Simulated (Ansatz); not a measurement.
Crystal: Sr.

```xyz
2
Lattice="-3.7064 3.7064 2.0209 3.7064 -3.7064 2.0209 3.7064 3.7064 -2.0209" Properties=species:S:1:pos:R:3 pbc="T T T"
Sr    0.0000    0.0000    0.0000
Sr    0.0000    3.7064    1.0104
```

This isn't the form of Sr at room conditions, which is fcc.

```yaml
Program: Ansatz 0.2.0
Task: single point
Functional: PBE
Potentials_or_basis: Ansatz PAW
Cutoff: "420 eV (not typed: the program's choice for these potentials)"
k_mesh: 8 × 8 × 8
Occupations: fermi-dirac, width 0.05 eV
Spin: no spin polarisation
```

On this cell: pressure 0.0 GPa; largest force under 0.003 eV/Å; band gap on the k mesh none (metal or under the smearing width).

The same run follows on a disturbed copy (atoms moved at random, drawn with an rms of 0.05 Å):

```
Sr
1.0
    -3.70636    3.70636    2.02088
     3.70636   -3.70636    2.02088
     3.70636    3.70636   -2.02088
Sr
2
Direct
  0.99828 0.00260 0.99522
  0.75190 0.24707 0.49894
```

**Question.** What changes?

**Answer.** The energy (extrapolated to zero smearing) moves by +1.3 meV/atom; pressure 0.0 GPa; largest force 0.104 eV/Å; band gap on the k mesh none (metal or under the smearing width).

Forces on the atoms (eV/Å):
```
Sr  -0.040  0.096  0.002
Sr   0.040 -0.096 -0.002
```

Stress tensor (GPa, compression positive):
```
 0.15  0.00 -0.05
 0.00  0.22 -0.12
-0.05 -0.12 -0.33
```
